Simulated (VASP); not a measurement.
# K in VASP: notebook

Aim: see how the results for K move with the level of theory and the settings. Levels: RPBE, RPBE+D3. Tasks: relaxation of the atoms.

Program: VASP 6.6.1. These are calculated values, not measurements. Logs are shortened: lines on timing, memory, paths and dates and some standing lists are left out, and cuts for length are marked.

## Step 1: Starting point

The cell holds a slab with vacuum, 4 atoms: a = 4.797 Å, b = 4.797 Å, c = 25.176 Å, α = 90.00°, β = 90.00°, γ = 90.00°.

The slab is cut from a database's or a generator's crystal, which needn't be the stable form of the element.

## Step 2: Relaxation of the atoms, RPBE

INCAR

```
PREC     = Accurate       # precision mode
ENCUT    = 520            # plane-wave cutoff, eV
EDIFF    = 1E-6           # SCF threshold, eV
ISMEAR   = -1             # smearing method
SIGMA    = 0.05           # smearing width, eV
LREAL    = False          # projectors in reciprocal space
LASPH    = True           # aspherical terms in the spheres
NELM     = 100            # most SCF steps
ALGO     = Normal         # electronic algorithm
ISIF     = 2              # what is computed and relaxed
LWAVE    = False          # write WAVECAR
LCHARG   = False          # write CHGCAR
LDIPOL   = True         
IDIPOL   = 3            
DIPOL    = 0.5 0.5 0.500
GGA      = RP             # functional
IBRION   = 2              # ionic algorithm
NSW      = 60             # ionic steps
EDIFFG   = -0.02          # ionic threshold
```

KPOINTS

```
Automatic mesh
0
Gamma
  5 5 1
```

POSCAR

```
K
1.0
    4.7968325411      0.0000000000      0.0000000000
    0.0000000000      4.7968325411      0.0000000000
    0.0000000000      0.0000000000     25.1756184540
K
4
Selective dynamics
Direct
    0.5000000000      0.5000000000      0.2979072794  F F F
    0.0000000000      0.0000000000      0.4326357598  F F F
    0.5000000000      0.5000000000      0.5673642402  T T T
    0.0000000000      0.0000000000      0.7020927206  T T T
```

Potentials or basis: VASP PAW PBE potentials, release 64 (K_sv).

On the command line:

```sh
$ cat potpaw_PBE.64/K_sv/POTCAR > POTCAR
$ mpirun -np 1 vasp_std > vasp.out
```

OUTCAR:

```text
PREC = Accurate
   ENCUT = 520
   EDIFF = 1E-6
   ISMEAR = -1
   LREAL = False
   LASPH = True
   NELM = 100
   ISIF = 2
   GGA = RP
   IBRION = 2
   NSW = 60
   EDIFFG = -0.02

 ion  position               nearest neighbor table
   1  0.500  0.500  0.298-
   2  0.000  0.000  0.433-
   3  0.500  0.500  0.567-
   4  0.000  0.000  0.702-

  LATTYP: Found a simple tetragonal cell.
 ALAT       =     4.7968325411
 C/A-ratio  =     5.2483838529

  Lattice vectors:

 A1 = (   4.7968325411,   0.0000000000,   0.0000000000)
 A2 = (   0.0000000000,   4.7968325411,   0.0000000000)
 A3 = (   0.0000000000,   0.0000000000,  25.1756184540)

Analysis of symmetry for initial positions (statically):
=====================================================================
 Subroutine PRICEL returns:
 Original cell was already a primitive cell.

 Routine SETGRP: Setting up the symmetry group for a
 simple tetragonal supercell.

 Subroutine GETGRP returns: Found 16 space group operations
 (whereof  8 operations were pure point group operations)
 out of a pool of 16 trial point group operations.

The static configuration has the point symmetry C_4v.
 The point group associated with its full space group is D_4h.

Analysis of symmetry for dynamics (positions and initial velocities):
=====================================================================
 Subroutine PRICEL returns:
 Original cell was already a primitive cell.

 Routine SETGRP: Setting up the symmetry group for a
 simple tetragonal supercell.

 Subroutine GETGRP returns: Found 16 space group operations
 (whereof  8 operations were pure point group operations)
 out of a pool of 16 trial point group operations.

The dynamic configuration has the point symmetry C_4v.
 The point group associated with its full space group is D_4h.

Analysis of constrained symmetry for selective dynamics:
=====================================================================
 Subroutine PRICEL returns:
 Original cell was already a primitive cell.

 Routine SETGRP: Setting up the symmetry group for a
 simple tetragonal supercell.

 Subroutine GETGRP returns: Found  8 space group operations
 (whereof  8 operations were pure point group operations)
 out of a pool of 16 trial point group operations.

The constrained configuration has the point symmetry C_4v.

 Subroutine INISYM returns: Found  8 space group operations
 (whereof  8 operations are pure point group operations),
 and found     1 'primitive' translations

----------------------------------------------------------------------------------------

                                     Primitive cell

  volume of cell :     579.2810

  direct lattice vectors                    reciprocal lattice vectors
     4.796832541  0.000000000  0.000000000     0.208470901  0.000000000  0.000000000
     0.000000000  4.796832541  0.000000000     0.000000000  0.208470901  0.000000000
     0.000000000  0.000000000 25.175618454     0.000000000  0.000000000  0.039720971

  length of vectors
     4.796832541  4.796832541 25.175618454     0.208470901  0.208470901  0.039720971

  position of ions in fractional coordinates (direct lattice)
     0.500000000  0.500000000  0.297907279
     0.000000000  0.000000000  0.432635760
     0.500000000  0.500000000  0.567364240
     0.000000000  0.000000000  0.702092721

  ion indices of the primitive-cell ions
   primitive index   ion index
                 1           1
                 2           2
                 3           3
                 4           4

----------------------------------------------------------------------------------------

 KPOINTS: Automatic mesh

Automatic generation of k-mesh.
 Grid dimensions read from file:
 generate k-points for:    5    5    1

 Generating k-lattice:

  Cartesian coordinates                     Fractional coordinates (reciprocal lattice)
     0.041694180  0.000000000  0.000000000     0.200000000  0.000000000  0.000000000
     0.000000000  0.041694180  0.000000000     0.000000000  0.200000000  0.000000000
     0.000000000  0.000000000  0.039720971     0.000000000  0.000000000  1.000000000

  Length of vectors
     0.041694180  0.041694180  0.039720971

  Shift w.r.t. Gamma in fractional coordinates (k-lattice)
     0.000000000  0.000000000  0.000000000

 Subroutine IBZKPT returns following result:
 ===========================================

 Found      6 irreducible k-points:

 Following reciprocal coordinates:
            Coordinates               Weight
  0.000000  0.000000  0.000000      1.000000
  0.200000  0.000000  0.000000      4.000000
  0.400000  0.000000  0.000000      4.000000
  0.200000  0.200000  0.000000      4.000000
  0.400000  0.200000  0.000000      8.000000
  0.400000  0.400000  0.000000      4.000000
   k-points           NKPTS =      6   k-points in BZ     NKDIM =      6   number of bands    NBANDS=     22
   number of dos      NEDOS =    301   number of ions     NIONS =      4
   total plane-waves  NPLWV = 248832
   dimension x,y,z NGX =    36 NGY =   36 NGZ =  192
   dimension x,y,z NGXF=    72 NGYF=   72 NGZF=  384
   ions per type =               4
   NGX,Y,Z   is equivalent  to a cutoff of  12.48, 12.48, 12.68 a.u.
   NGXF,Y,Z  is equivalent  to a cutoff of  24.95, 24.95, 25.36 a.u.
 SYSTEM =  unknown system
   PREC   = accura    normal or accurate (medium, high low for compatibility)
   ISTART =      0    job   : 0-new  1-cont  2-samecut
   ICHARG =      2    charge: 1-file 2-atom 10-const
   ISPIN  =      1    spin polarized calculation?
   LNONCOLLINEAR =      F non collinear calculations
   LSORBIT =      F    spin-orbit coupling
   LASPH  =      T    aspherical Exc in radial PAW
   ENCUT  =  520.0 eV  38.22 Ry    6.18 a.u.   8.92  8.92 46.81*2*pi/ulx,y,z
   NELM   =    100;   NELMIN=  2; NELMDL= -5     # of ELM steps
   EDIFF  = 0.1E-05   stopping-criterion for ELM
   LREAL  =      F    real-space projection
   EDIFFG = -.2E-01   stopping-criterion for IOM
   NSW    =     60    number of steps for IOM
   IBRION =      2    ionic relax: 0-MD 1-quasi-New 2-CG
   NFREE  =      1    steps in history (QN), initial steepest desc. (CG)
   ISIF   =      2    stress and relaxation
   ISYM   =      2    0-nonsym 1-usesym 2-fastsym
   POTIM  = 0.5000    time-step for ionic-motion
   TEBEG  =    0.0;   TEEND  =   0.0 temperature during run
   PSTRESS=    0.0 pullay stress
   NELECT =      36.0000    total number of electrons
   NUPDOWN=      -1.0000    fix difference up-down
   EMIN   =  10.00;   EMAX   =-10.00  energy-range for DOS
   EFERMI =   0.00;   METHOD = LEGACY
   ISMEAR =    -1;   SIGMA  =   0.05  broadening in eV -4-tet -1-fermi 0-gaus
   EFERMI_NEDOS =   21; number of points for ismear=-14 and -15
   IALGO  =     38    algorithm
   IMIX   =      4    mixing-type and parameters
     AMIX     =   0.40;   BMIX     =  1.00
     AMIX_MAG =   1.60;   BMIX_MAG =  1.00
  volume/ion in A,a.u.               =     144.82       977.30
  Fermi-wavevector in a.u.,A,eV,Ry     =   0.648454  1.225401  5.721151  0.420493
  Thomas-Fermi vector in A             =   1.717092
   LORBIT       =      0    0 simple, 1 ext, 2 COOP (PROOUT), +10 PAW based schemes
   GGA     = RP    functional components
   LHFCALC =     F    Hartree Fock is set to
   AEXX    =    0.0000 exact exchange contribution
   IVDW    =     0    specifies the selected vdW correction
   LEPSILON=     F    determine dielectric tensor
   LRPA    =     F    only Hartree local field effects (RPA)
 conjugate gradient relaxation of ions
 non-spin polarized calculation
  energy-cutoff  :      520.00
  volume of cell :      579.28
 maximum number of plane-waves:     15672
 NGX is ok and might be reduce to    36
   NGX = 17   NGY = 17   NGZ = 93

--------------------------------------- Ionic step        1  -------------------------------------------

 number of electron      35.9999998 magnetization

 Free energy of the ion-electron system (eV)
  ---------------------------------------------------
  ext. energy  EPLUGINS =         0.00000000
  ---------------------------------------------------
  free energy    TOTEN  =        -3.55097992 eV

  energy without entropy =       -3.53272137  energy(sigma->0) =       -3.54185065

------------------------ aborting loop because EDIFF is reached ----------------------------------------

  FORCE on cell =-STRESS in cart. coord.  units (eV):
  Direction    XX          YY          ZZ          XY          YZ          ZX
  --------------------------------------------------------------------------------------
  -------------------------------------------------------------------------------------
  Total       -0.1068049     -0.1068049      0.0884545      0.0000000      0.0000000      0.0000000
  in kB       -0.2954014     -0.2954014      0.2446477      0.0000000      0.0000000      0.0000000
  external PRESSURE =      -0.1153850 kB  Pullay stress =       0.0000000 kB
[... 133 lines left out ...]
  FREE ENERGIE OF THE ION-ELECTRON SYSTEM (eV)
  ---------------------------------------------------
  free  energy   TOTEN  =        -3.5517037832 eV

  energy  without entropy=       -3.5335903535  energy(sigma->0) =       -3.54264707

 dipolmoment           0.000000      0.000000      0.000310 electrons x Angstroem

--------------------------------------- Ionic step        5  -------------------------------------------

 number of electron      36.0000000 magnetization

 dipolmoment           0.000000      0.000000     -0.000235 electrons x Angstroem

 Free energy of the ion-electron system (eV)
  ---------------------------------------------------
  ext. energy  EPLUGINS =         0.00000000
  ---------------------------------------------------
  free energy    TOTEN  =        -3.55231821 eV

  energy without entropy =       -3.53436555  energy(sigma->0) =       -3.54334188

 E-fermi :  -1.0462     XC(G=0):  -3.4521

 val. band max:       -1.1333125420   @ k =   0.4000   0.2000   0.0000
 cond. band min:      -0.9748441588   @ k =   0.0000   0.0000   0.0000
 fundamental gap:      0.1584683833
 Fermi energy:        -1.0461838283

 k-point     1 :       0.0000    0.0000    0.0000
  band No.  band energies     occupation
      1     -33.4937      2.00000
      2     -33.4937      2.00000
      3     -33.3116      2.00000
      4     -33.3099      2.00000
      5     -16.9488      2.00000
      6     -16.9480      2.00000
[... 139 lines left out ...]
     21       0.4089      0.00000
     22       0.6611      0.00000

------------------------ aborting loop because EDIFF is reached ----------------------------------------

 vacuum level on the upper side and lower side of the slab       (xc-potential included)        -0.503        -0.160

  FORCE on cell =-STRESS in cart. coord.  units (eV):
  Direction    XX          YY          ZZ          XY          YZ          ZX
  --------------------------------------------------------------------------------------
  -------------------------------------------------------------------------------------
  Total       -0.1033074     -0.1033074      0.0966464      0.0000000      0.0000000      0.0000000
  in kB       -0.2857280     -0.2857280      0.2673050      0.0000000      0.0000000      0.0000000
  external PRESSURE =      -0.1013837 kB  Pullay stress =       0.0000000 kB

 VOLUME and BASIS-vectors are now :
 -----------------------------------------------------------------------------
  energy-cutoff  :      520.00
  volume of cell :      579.28
      direct lattice vectors                 reciprocal lattice vectors
     4.796832541  0.000000000  0.000000000     0.208470901  0.000000000  0.000000000
     0.000000000  4.796832541  0.000000000     0.000000000  0.208470901  0.000000000
     0.000000000  0.000000000 25.175618454     0.000000000  0.000000000  0.039720971
[... 10 lines left out ...]
  FREE ENERGIE OF THE ION-ELECTRON SYSTEM (eV)
  ---------------------------------------------------
  free  energy   TOTEN  =        -3.5523182122 eV

  energy  without entropy=       -3.5343655527  energy(sigma->0) =       -3.54334188

 reached required accuracy - stopping structural energy minimisation

 vacuum level on the upper side and lower side of the slab         0.671         0.982
```

Run time: 4.9 min. Hardware: 1 thread of Intel Xeon Platinum 8259CL at 2.50GHz (Skylake/Cascade Lake), shared host; peak memory 0.58 GiB.

What came out:

* Free energy: -3.5523 eV
* Energy gained by relaxing: 0.3 meV/atom
* Ionic steps: 5
* Band gap on the k mesh: none (metal or under the smearing width)

Step by step:
| step | energy change (eV) | largest force (eV/Å) | pressure (GPa) |
| --- | --- | --- | --- |
| 1 | 0.0000 | 0.0411 | -0.01 |
| 2 | -0.0001 | 0.0408 | -0.01 |
| 3 | -0.0003 | 0.0398 | -0.01 |
| 4 | -0.0007 | 0.0368 | -0.01 |
| 5 | -0.0013 | 0.0315 | -0.01 |

Final structure:
```
K
1.0
     4.79683    0.00000    0.00000
     0.00000    4.79683    0.00000
     0.00000    0.00000   25.17562
K
4
Direct
  0.50000 0.50000 0.29791
  0.00000 0.00000 0.43264
  0.50000 0.50000 0.56910
  0.00000 0.00000 0.70202
```

Caveat: the PAW data sets were made with another functional, which shifts forces and pressure a little.

## Step 3: Relaxation of the atoms, RPBE+D3

Changes to INCAR since step 2:

```diff
@@ -16,2 +16,3 @@
 GGA      = RP             # functional
+IVDW     = 11             # dispersion correction
 IBRION   = 2              # ionic algorithm
```

KPOINTS is that of step 2.

POSCAR is that of step 2.

Potentials or basis: VASP PAW PBE potentials, release 64 (K_sv).

On the command line:

```sh
$ cat potpaw_PBE.64/K_sv/POTCAR > POTCAR
$ mpirun -np 1 vasp_std > vasp.out
```

OUTCAR:

```text
PREC = Accurate
   ENCUT = 520
   EDIFF = 1E-6
   ISMEAR = -1
   LREAL = False
   LASPH = True
   NELM = 100
   ISIF = 2
   GGA = RP
   IVDW = 11
   IBRION = 2
   NSW = 60
   EDIFFG = -0.02
 IVDW          = 11

 ion  position               nearest neighbor table
   1  0.500  0.500  0.298-
   2  0.000  0.000  0.433-
   3  0.500  0.500  0.567-
   4  0.000  0.000  0.702-

  LATTYP: Found a simple tetragonal cell.
 ALAT       =     4.7968325411
 C/A-ratio  =     5.2483838529

  Lattice vectors:

 A1 = (   4.7968325411,   0.0000000000,   0.0000000000)
[... 441 lines left out ...]
  ext. energy  EPLUGINS =         0.00000000
  ---------------------------------------------------
  free energy    TOTEN  =        -3.55108102 eV

  energy without entropy =       -3.53348343  energy(sigma->0) =       -3.54228223

 E-fermi :  -1.0479     XC(G=0):  -3.4432

 val. band max:       -1.1371302185   @ k =   0.4000   0.2000   0.0000
 cond. band min:      -0.9650274854   @ k =   0.0000   0.0000   0.0000
 fundamental gap:      0.1721027331
 Fermi energy:        -1.0478636102

 k-point     1 :       0.0000    0.0000    0.0000
  band No.  band energies     occupation
      1     -33.4893      2.00000
      2     -33.4878      2.00000
      3     -33.3091      2.00000
      4     -33.3072      2.00000
      5     -16.9442      2.00000
      6     -16.9436      2.00000
[... 139 lines left out ...]
     21       0.4015      0.00000
     22       0.6538      0.00000

------------------------ aborting loop because EDIFF is reached ----------------------------------------

 vacuum level on the upper side and lower side of the slab       (xc-potential included)        -0.450        -0.284

 Edisp (eV)   -0.58381

 E8    (eV) :    -0.2389

  FORCE on cell =-STRESS in cart. coord.  units (eV):
  Direction    XX          YY          ZZ          XY          YZ          ZX
  --------------------------------------------------------------------------------------
  -------------------------------------------------------------------------------------
  Total      -0.73272    -0.73272    -0.34681     0.00000     0.00000    -0.00000
  in kB      -2.02655    -2.02655    -0.95919     0.00000     0.00000    -0.00000
  external pressure =       -1.67 kB  Pullay stress =        0.00 kB
[... 19 lines left out ...]
  FREE ENERGIE OF THE ION-ELECTRON SYSTEM (eV)
  ---------------------------------------------------
  free  energy   TOTEN  =        -4.1348881325 eV

  energy  without entropy=       -4.1172905422  energy(sigma->0) =       -4.12608934

 reached required accuracy - stopping structural energy minimisation

 vacuum level on the upper side and lower side of the slab         0.713         0.879
```

OSZICAR:

```text
N       E                     dE             d eps       ncg     rms          rms(c)
DAV:   1     0.276493394901E+03    0.27649E+03   -0.14270E+04   312   0.117E+03
DAV:   2     0.240392895652E+02   -0.25245E+03   -0.25072E+03   346   0.308E+02
DAV:   3    -0.249432663076E+01   -0.26534E+02   -0.26290E+02   402   0.808E+01
[... 68 lines left out ...]
DAV:   4    -0.355129566987E+01    0.61174E-05   -0.56245E-03   318   0.155E-01    0.104E-01
DAV:   5    -0.355110254784E+01    0.19312E-03   -0.11489E-03   306   0.810E-02    0.704E-02
DAV:   6    -0.355107817885E+01    0.24369E-04   -0.12750E-04   330   0.737E-02    0.280E-02
DAV:   7    -0.355108047971E+01   -0.23009E-05   -0.32679E-05   432   0.263E-02    0.115E-02
DAV:   8    -0.355108102450E+01   -0.54479E-06   -0.52523E-06   306   0.879E-03
   7 F= -.41348881E+01 E0= -.41260893E+01  d E =-.259089E-02
```

CONTCAR:

```text
K
   1.00000000000000
     4.7968325410999997    0.0000000000000000    0.0000000000000000
     0.0000000000000000    4.7968325410999997    0.0000000000000000
     0.0000000000000000    0.0000000000000000   25.1756184539999985
  K
     4
Selective dynamics
Direct
     0.5000000000000000    0.5000000000000000    0.2979072794000004   F   F   F
     0.0000000000000000    0.0000000000000000    0.4326357598000001   F   F   F
     0.5000000000000000    0.5000000000000000    0.5692339750655407   T   T   T
     0.0000000000000000    0.0000000000000000    0.6993805820171692   T   T   T

  0.00000000E+00  0.00000000E+00  0.00000000E+00
  0.00000000E+00  0.00000000E+00  0.00000000E+00
  0.00000000E+00  0.00000000E+00  0.00000000E+00
  0.00000000E+00  0.00000000E+00  0.00000000E+00
```

Run time: 7.4 min. Hardware: 1 thread of Intel Xeon Platinum 8259CL at 2.50GHz (Skylake/Cascade Lake), shared host; peak memory 0.59 GiB.

What came out:

- Free energy: -4.1349 eV
- Energy gained by relaxing: 0.6 meV/atom
- Ionic steps: 7
- Band gap on the k mesh: none (metal or under the smearing width)
- Dispersion energy per atom: -0.146 eV

The path:
```
step  energy change (eV)  largest force (eV/Å)  pressure (GPa)
   1              0.0000                0.0503           -0.18
   2             -0.0002                0.0503           -0.18
   3             -0.0007                0.0503           -0.18
   4             -0.0015                0.0503           -0.18
   5             -0.0025                0.0506           -0.17
   6             -0.0015                0.0524           -0.16
   7             -0.0026                0.0502           -0.17
```

Final structure:
```
K
1.0
     4.79683    0.00000    0.00000
     0.00000    4.79683    0.00000
     0.00000    0.00000   25.17562
K
4
Direct
  0.50000 0.50000 0.29791
  0.00000 0.00000 0.43264
  0.50000 0.50000 0.56923
  0.00000 0.00000 0.69938
```

Caveat: the PAW data sets were made with another functional, which shifts forces and pressure a little.
